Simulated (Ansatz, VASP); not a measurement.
Au: VASP beside Ansatz

INCAR

```
SYSTEM = Au
ALGO = Normal ; EDIFF = 1E-6
ENCUT = 520 ; GGA = PE
ISIF = 2 ; ISMEAR = -1
LASPH = .True. ; LCHARG = .True.
LELF = .True. ; LREAL = .False.
LVHAR = .True. ; LWAVE = .False.
NBANDS = 12 ; NELM = 80
PREC = Accurate ; SIGMA = 0.1
```

The input KPOINTS:

```
k-points
0
Gamma
  19 19 19
  0 0 0
```

Contents of POSCAR:

```
Au
1.0
    0.0000000000      2.0782552709      2.0782552709
    2.0782552709      0.0000000000      2.0782552709
    2.0782552709      2.0782552709      0.0000000000
Au
1
Direct
    0.0000000000      0.0000000000      0.0000000000
```

Input for Ansatz:

```yaml
crystal:
  lattice:
    - [0.0, 2.0782552709, 2.0782552709]
    - [2.0782552709, 0.0, 2.0782552709]
    - [2.0782552709, 2.0782552709, 0.0]
  atoms:
    - { symbol: Au, position: [0.0, 0.0, 0.0] }
hamiltonian:
  xc: pbe
  pseudopotentials:
    kind: paw
    azcp:
      Au: "pseudopotentials/Au.paw.azcp"
basis:
  ecutwfc: 420
  fft_grid_basis: typed
kpoints:
  mp_grid: { grid: [19, 19, 19], shift: [0, 0, 0] }
magnetization:
  spin_polarized: false
scf:
  occupations: { method: fermi_dirac, width: 0.1 }
  lower_state_search: "off"
output:
  stress: true
```

Alike in both runs: task single point; functional PBE; k mesh 19 × 19 × 19; occupations fermi-dirac, width 0.1 eV; no spin polarisation.

|  | VASP | Ansatz |
| --- | --- | --- |
| version | VASP 6.6.1 | Ansatz 0.2.0 |
| potentials or method | VASP PAW PBE potentials, release 64 (Au) | plane waves (420 eV) with PAW, scalar-relativistic |
| plane-wave cutoff (eV) | 520 | 420 |
| valence electrons in the cell | 11 | 19 |

Ansatz gave:

- pressure (GPa): 0.1

Estimate VASP's values.

pressure (GPa): -0.1.

The two sets of potentials don't hold the same shells in valence.

The runs have no spin-orbit coupling, so splittings on Au are missing.
